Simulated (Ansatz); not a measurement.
# Compressing SiO$_{2}$: a fit and a missing row

SiO$_{2}$, P6_3/mmc, a = 5.276 Å, c = 8.612 Å. This isn't the usual stable structure of the compound. Ansatz: PBE, PAW, 420 eV, Γ-centred 6×6×4 mesh on 12 atoms, Gaussian smearing 0.02 eV; no spin polarisation. Shape and atoms are relaxed at each volume; pressure is positive in compression.

| V (Å³/atom) | P (GPa) |
| --- | --- |
| 15.224 | ? |
| 15.743 | 16.48 |
| 16.262 | 10.14 |
| 16.781 | 4.70 |
| 17.300 | 0.01 |
| 17.819 | -4.03 |
| 18.338 | -7.51 |
| 19.030 | -11.39 |

Problem. Take V0 = 17.300 Å³/atom, count pressures from its P0 = 0.01 GPa, fit the third-order Birch–Murnaghan form to the other rows, and predict the missing pressure.

Solution. With the Eulerian strain f = ½[(V0/V)^(2/3) − 1] and y = (P − P0)/[3f(1 + 2f)^(5/2)], the form is the line y = B0 + 1.5 B0 (B0′ − 4) f. Rows (f, y): 0.03245, 144.6; 0.02106, 144.6; 0.01026, 144.8; -0.00976, 144.9; -0.01905, 145.0; -0.03078, 144.7. Means f = 0.0006967, y = 144.77; Σ(Δf)² = 0.003004, ΣΔfΔy = -0.01227; the slope is their ratio. y = 144.8 − 4.084 f GPa, so B0 = 144.8 GPa and B0′ = 4 + 2 × (-4.084)/(3 × 144.8) = 3.98. At V = 15.224, f = 0.04448, y = 144.62 and P = 23.89 GPa. The run gave 23.86 GPa, so the fit is 0.03 GPa too high, a small miss on the scale of the series.

Cost: 8 runs of about 4.2 core-minutes in all, on Arm Neoverse V1 (shared hosts).